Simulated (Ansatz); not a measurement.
Reactions of `CO[SiH2]Br`.

Isolated molecules relaxed with PBE0-D4/def2-TZVP in Ansatz; ΔE leaves out vibrations. CBS: MP2 limit from def2 TZ/QZ plus the TZ coupled-cluster correction, frozen cores. This one scheme is used for every species, atoms too. For atomizations the MP2-based limit and the directly extrapolated one differ by several kJ/mol either way, and by 10 to 25 for some Ge, Se and Sn compounds, so smaller differences from it don't rank the levels. Functionals use def2-TZVPP. No spin–orbit coupling; open shells (•) take unrestricted orbitals. Spin–orbit coupling would lower the free atoms: a little for C, O, Si; clearly for Br. For Br outer-core shells are correlated without core-valence functions, so the limit isn't a true one: a few kJ/mol of doubt a bond, and 10 to 20 or more in all where bonds break to atoms. Scalar relativity is left out up to krypton. Each species was taken in one conformer, which may not be the lowest.

```json
{"reaction": "`CO[SiH2]Br` → `OC([SiH3])Br`", "CCSD(T)/CBS(def2) (eV)": "2.57"}
{"reaction": "`CO[SiH2]Br` + `O[SiH3]` → `[SiH3]O[SiH2]Br` + CH₃OH", "CCSD(T)/CBS(def2) (eV)": "-0.15"}
{"reaction": "`CO[SiH2]Br` + `CC(=O)O` → `CO[SiH2]OC(C)=O` + HBr", "CCSD(T)/CBS(def2) (eV)": "0.08"}
{"reaction": "`CO[SiH2]Br` → HBr + `CO[SiH]`", "CCSD(T)/CBS(def2) (eV)": "?"}
{"reaction": "`CO[SiH2]Br` + `CO[SiH2]S` → `CO[SiH2]S[SiH2]OC` + HBr", "CCSD(T)/CBS(def2) (eV)": "0.35"}
{"reaction": "`CO[SiH2]Br` → Br• + C• + 5 H• + O• + Si•", "CCSD(T)/CBS(def2) (eV)": "32.64"}
{"reaction": "`CO[SiH2]Br` → H• + `CO[SiH]Br`•", "CCSD(T)/CBS(def2) (eV)": "4.23"}
{"reaction": "`CO[SiH2]Br` + `[NH2][AlH2]` → `[AlH2][NH][SiH2]Br` + CH₃OH", "CCSD(T)/CBS(def2) (eV)": "?"}
{"reaction": "`CO[SiH2]Br` + `O[SiH3]` → `CO[SiH2]O[SiH3]` + HBr", "CCSD(T)/CBS(def2) (eV)": "-0.23"}
{"reaction": "`CO[SiH2]Br` → Br• + `CO[SiH2]`•", "CCSD(T)/CBS(def2) (eV)": "?"}
```

(1) Fill in the missing values. (Estimate.)

Largest T1 diagnostic: 0.015, for `CO[SiH]`.

Results:

(1) Computed: `CO[SiH2]Br` → HBr + `CO[SiH]`: +2.98 eV; `CO[SiH2]Br` + `[NH2][AlH2]` → `[AlH2][NH][SiH2]Br` + CH₃OH: +0.36 eV; `CO[SiH2]Br` → Br• + `CO[SiH2]`•: +4.58 eV.
